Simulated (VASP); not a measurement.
# CO in VASP: relaxation of the atoms with RPBE

Aim: the relaxation of the atoms of CO with RPBE.

Program: VASP 6.6.1. These are calculated values, not measurements. Logs are shortened: lines on timing, memory, paths and dates and some standing lists are left out, and cuts for length are marked.

### 1 The crystal as given

The cell holds a molecule_in_box, 2 atoms: a = 14.000 Å, b = 14.500 Å, c = 15.000 Å, α = 90.00°, β = 90.00°, γ = 90.00°.

### 2 Relaxation of the atoms, RPBE

INCAR reads:

```
  PREC = Accurate
  ENCUT = 450
  EDIFF = 1E-6
  ISMEAR = 0
  SIGMA = 0.005
  LREAL = F
  LASPH = T
  NELM = 200
  ALGO = Normal
  ISIF = 2
  LWAVE = F
  LCHARG = F
  GGA = RP
  IBRION = 2
  NSW = 80
  EDIFFG = -0.01
  ISYM = 0
```

KPOINTS reads:

```
regular mesh
0
Gamma
  1 1 1
```

POSCAR reads:

```
CO
1.0
   14.0000000000      0.0000000000      0.0000000000
    0.0000000000     14.5000000000      0.0000000000
    0.0000000000      0.0000000000     15.0000000000
C O
1 1
Direct
    0.5019266500      0.4989812700      0.4628489100
    0.4980733500      0.5010187300      0.5371510900
```

Potentials or basis: VASP PAW PBE potentials, release 64 (C, O).

The run is started by

```bash
$ cat potpaw_PBE.64/C/POTCAR potpaw_PBE.64/O/POTCAR > POTCAR
$ mpirun -np 2 vasp_gam > vasp.out
```

OUTCAR:

```text
PREC = Accurate
   ENCUT = 450
   EDIFF = 1E-6
   ISMEAR = 0
   LREAL = F
   LASPH = T
   NELM = 200
   ISIF = 2
   GGA = RP
   IBRION = 2
   NSW = 80
   EDIFFG = -0.01
   ISYM = 0

 ion  position               nearest neighbor table
   1  0.502  0.499  0.463-   2 1.12
   2  0.498  0.501  0.537-   1 1.12

IMPORTANT INFORMATION: All symmetrisations will be switched off!
NOSYMM: (Re-)initialisation of all symmetry stuff for point group C_1.

----------------------------------------------------------------------------------------

                                     Primitive cell

  volume of cell :    3045.0000

  direct lattice vectors                    reciprocal lattice vectors
    14.000000000  0.000000000  0.000000000     0.071428571  0.000000000  0.000000000
     0.000000000 14.500000000  0.000000000     0.000000000  0.068965517  0.000000000
     0.000000000  0.000000000 15.000000000     0.000000000  0.000000000  0.066666667

  length of vectors
    14.000000000 14.500000000 15.000000000     0.071428571  0.068965517  0.066666667

  position of ions in fractional coordinates (direct lattice)
     0.501926650  0.498981270  0.462848910
     0.498073350  0.501018730  0.537151090

  ion indices of the primitive-cell ions
   primitive index   ion index
                 1           1
                 2           2

----------------------------------------------------------------------------------------

 KPOINTS: regular mesh

Automatic generation of k-mesh.
 Grid dimensions read from file:
 generate k-points for:    1    1    1

 Generating k-lattice:

  Cartesian coordinates                     Fractional coordinates (reciprocal lattice)
     0.071428571  0.000000000  0.000000000     1.000000000  0.000000000  0.000000000
     0.000000000  0.068965517  0.000000000     0.000000000  1.000000000  0.000000000
     0.000000000  0.000000000  0.066666667     0.000000000  0.000000000  1.000000000

  Length of vectors
     0.071428571  0.068965517  0.066666667

  Shift w.r.t. Gamma in fractional coordinates (k-lattice)
     0.000000000  0.000000000  0.000000000

 Subroutine IBZKPT returns following result:
 ===========================================

 Found      1 irreducible k-points:

 Following reciprocal coordinates:
            Coordinates               Weight
  0.000000  0.000000  0.000000      1.000000
   k-points           NKPTS =      1   k-points in BZ     NKDIM =      1   number of bands    NBANDS=     10
   number of dos      NEDOS =    301   number of ions     NIONS =      2
   total plane-waves  NPLWV = ******
   dimension x,y,z NGX =    98 NGY =  100 NGZ =  108
   dimension x,y,z NGXF=   196 NGYF=  200 NGZF=  216
   ions per type =               1   1
   NGX,Y,Z   is equivalent  to a cutoff of  11.64, 11.47, 11.97 a.u.
   NGXF,Y,Z  is equivalent  to a cutoff of  23.27, 22.93, 23.94 a.u.
 SYSTEM =  unknown system
   PREC   = accura    normal or accurate (medium, high low for compatibility)
   ISTART =      0    job   : 0-new  1-cont  2-samecut
   ICHARG =      2    charge: 1-file 2-atom 10-const
   ISPIN  =      1    spin polarized calculation?
   LNONCOLLINEAR =      F non collinear calculations
   LSORBIT =      F    spin-orbit coupling
   LASPH  =      T    aspherical Exc in radial PAW
   ENCUT  =  450.0 eV  33.07 Ry    5.75 a.u.  24.22 25.08 25.95*2*pi/ulx,y,z
   NELM   =    200;   NELMIN=  2; NELMDL= -5     # of ELM steps
   EDIFF  = 0.1E-05   stopping-criterion for ELM
   LREAL  =      F    real-space projection
   EDIFFG = -.1E-01   stopping-criterion for IOM
   NSW    =     80    number of steps for IOM
   IBRION =      2    ionic relax: 0-MD 1-quasi-New 2-CG
   NFREE  =      1    steps in history (QN), initial steepest desc. (CG)
   ISIF   =      2    stress and relaxation
   ISYM   =      0    0-nonsym 1-usesym 2-fastsym
   POTIM  = 0.5000    time-step for ionic-motion
   TEBEG  =    0.0;   TEEND  =   0.0 temperature during run
   PSTRESS=    0.0 pullay stress
   NELECT =      10.0000    total number of electrons
   NUPDOWN=      -1.0000    fix difference up-down
   EMIN   =  10.00;   EMAX   =-10.00  energy-range for DOS
   EFERMI =   0.00;   METHOD = LEGACY
   ISMEAR =     0;   SIGMA  =   0.01  broadening in eV -4-tet -1-fermi 0-gaus
   EFERMI_NEDOS =   21; number of points for ismear=-14 and -15
   IALGO  =     38    algorithm
   IMIX   =      4    mixing-type and parameters
     AMIX     =   0.40;   BMIX     =  1.00
     AMIX_MAG =   1.60;   BMIX_MAG =  1.00
  volume/ion in A,a.u.               =    1522.50     10274.34
  Fermi-wavevector in a.u.,A,eV,Ry     =   0.243339  0.459845  0.805656  0.059214
  Thomas-Fermi vector in A             =   1.051865
   LORBIT       =      0    0 simple, 1 ext, 2 COOP (PROOUT), +10 PAW based schemes
   GGA     = RP    functional components
   LHFCALC =     F    Hartree Fock is set to
   AEXX    =    0.0000 exact exchange contribution
   IVDW    =     0    specifies the selected vdW correction
   LEPSILON=     F    determine dielectric tensor
   LRPA    =     F    only Hartree local field effects (RPA)
 conjugate gradient relaxation of ions
 non-spin polarized calculation
 Gauss-broadening in eV      SIGMA  =   0.01
  energy-cutoff  :      450.00
  volume of cell :     3045.00
 maximum number of plane-waves:     33027
 NGX is ok and might be reduce to    98
   NGX = 49   NGY = 51   NGZ = 51

--------------------------------------- Ionic step        1  -------------------------------------------

 number of electron      10.0000002 magnetization

 Free energy of the ion-electron system (eV)
  ---------------------------------------------------
  ext. energy  EPLUGINS =         0.00000000
  ---------------------------------------------------
  free energy    TOTEN  =       -14.39134272 eV

  energy without entropy =      -14.39134272  energy(sigma->0) =      -14.39134272

------------------------ aborting loop because EDIFF is reached ----------------------------------------

  FORCE on cell =-STRESS in cart. coord.  units (eV):
  Direction    XX          YY          ZZ          XY          YZ          ZX
  --------------------------------------------------------------------------------------
  -------------------------------------------------------------------------------------
  Total       -0.1775686     -0.1895552      4.2568088     -0.0056976      0.1178174     -0.2152270
  in kB       -0.0934307     -0.0997376      2.2397907     -0.0029979      0.0619916     -0.1132453
  external PRESSURE =       0.6822075 kB  Pullay stress =       0.0000000 kB

 VOLUME and BASIS-vectors are now :
 -----------------------------------------------------------------------------
  energy-cutoff  :      450.00
  volume of cell :     3045.00
      direct lattice vectors                 reciprocal lattice vectors
    14.000000000  0.000000000  0.000000000     0.071428571  0.000000000  0.000000000
     0.000000000 14.500000000  0.000000000     0.000000000  0.068965517  0.000000000
     0.000000000  0.000000000 15.000000000     0.000000000  0.000000000  0.066666667
[... 145 lines left out ...]
 POSITION                                       TOTAL-FORCE (eV/Angst)
 -----------------------------------------------------------------------------------
      7.02776      7.23480      6.92642        -0.004490      0.002019      0.090246
      6.97224      7.26520      8.07358         0.004490     -0.002019     -0.090246
 -----------------------------------------------------------------------------------
    total drift:                                0.000084      0.000646     -0.001269

  FREE ENERGIE OF THE ION-ELECTRON SYSTEM (eV)
  ---------------------------------------------------
  free  energy   TOTEN  =       -14.4523401199 eV

  energy  without entropy=      -14.4523401199  energy(sigma->0) =      -14.45234012

--------------------------------------- Ionic step        6  -------------------------------------------

 number of electron       9.9999997 magnetization

 Free energy of the ion-electron system (eV)
  ---------------------------------------------------
  ext. energy  EPLUGINS =         0.00000000
  ---------------------------------------------------
  free energy    TOTEN  =       -14.45237654 eV

  energy without entropy =      -14.45237654  energy(sigma->0) =      -14.45237654

 E-fermi :  -8.9655     XC(G=0):  -0.2385

 val. band max:       -9.0244354844   @ k =   0.0000   0.0000   0.0000
 cond. band min:      -2.0858505993   @ k =   0.0000   0.0000   0.0000
 fundamental gap:      6.9385848851
 Fermi energy:        -8.9655312815

 k-point     1 :       0.0000    0.0000    0.0000
  band No.  band energies     occupation
      1     -29.1572      2.00000
      2     -14.0063      2.00000
      3     -11.5842      2.00000
      4     -11.5841      2.00000
      5      -9.0244      2.00000
      6      -2.0859      0.00000
      7      -2.0858      0.00000
      8      -0.1890      0.00000
      9       0.3860      0.00000
     10       0.5110      0.00000

------------------------ aborting loop because EDIFF is reached ----------------------------------------

  FORCE on cell =-STRESS in cart. coord.  units (eV):
  Direction    XX          YY          ZZ          XY          YZ          ZX
  --------------------------------------------------------------------------------------
  -------------------------------------------------------------------------------------
  Total       -0.1843888     -0.1890758     -0.1683242     -0.0000851      0.0004524     -0.0008604
  in kB       -0.0970192     -0.0994854     -0.0885666     -0.0000448      0.0002381     -0.0004527
  external PRESSURE =      -0.0950237 kB  Pullay stress =       0.0000000 kB
[... 10 lines left out ...]
 POSITION                                       TOTAL-FORCE (eV/Angst)
 -----------------------------------------------------------------------------------
      7.02774      7.23481      6.92683        -0.000130     -0.000363      0.000059
      6.97226      7.26519      8.07317         0.000130      0.000363     -0.000059
 -----------------------------------------------------------------------------------
    total drift:                                0.000039      0.000658     -0.000059

  FREE ENERGIE OF THE ION-ELECTRON SYSTEM (eV)
  ---------------------------------------------------
  free  energy   TOTEN  =       -14.4523765395 eV

  energy  without entropy=      -14.4523765395  energy(sigma->0) =      -14.45237654

 reached required accuracy - stopping structural energy minimisation
```

It took 8.1 min on 2 MPI ranks of Intel Xeon Platinum 8488C (Sapphire Rapids), shared host; peak memory 1.1 GiB.

What came out:

| Property | Result |
| --- | --- |
| Free energy | -14.4524 eV |
| Energy gained by relaxing | 30.5 meV/atom |
| Ionic steps | 6 |
| Gap between the frontier levels | 6.94 eV |

Step by step:
```
step  energy change (eV)  largest force (eV/Å)  pressure (GPa)
   1              0.0000                3.9814            0.07
   2              3.1842               12.2294           -0.33
   3              0.1269                5.5819           -0.13
   4             -0.0580                0.8057           -0.03
   5             -0.0610                0.0904           -0.01
   6             -0.0610                0.0004           -0.01
```

Final structure:
```yaml
crystal:
  lattice:
    - [14.00000, 0.00000, 0.00000]
    - [0.00000, 14.50000, 0.00000]
    - [0.00000, 0.00000, 15.00000]
  atoms:
    - { symbol: C, position: [0.50198, 0.49895, 0.46179] }
    - { symbol: O, position: [0.49802, 0.50105, 0.53821] }
```

Levels at points of the mesh, in eV from the valence-band top:
```csv
k point,band 3,band 4,band 5,band 6,band 7,band 8
"(0.00, 0.00, 0.00)",-2.56,-2.56,0.00,6.94,6.94,8.84
```

Caveat: the cutoff is under 1.25 times the usual one of these potentials, so pressure, stress and relaxed cells hold a basis-set (Pulay) error; the standard files for N, O and F lose accuracy on very short bonds; the PAW data sets were made with another functional, which shifts forces and pressure a little.
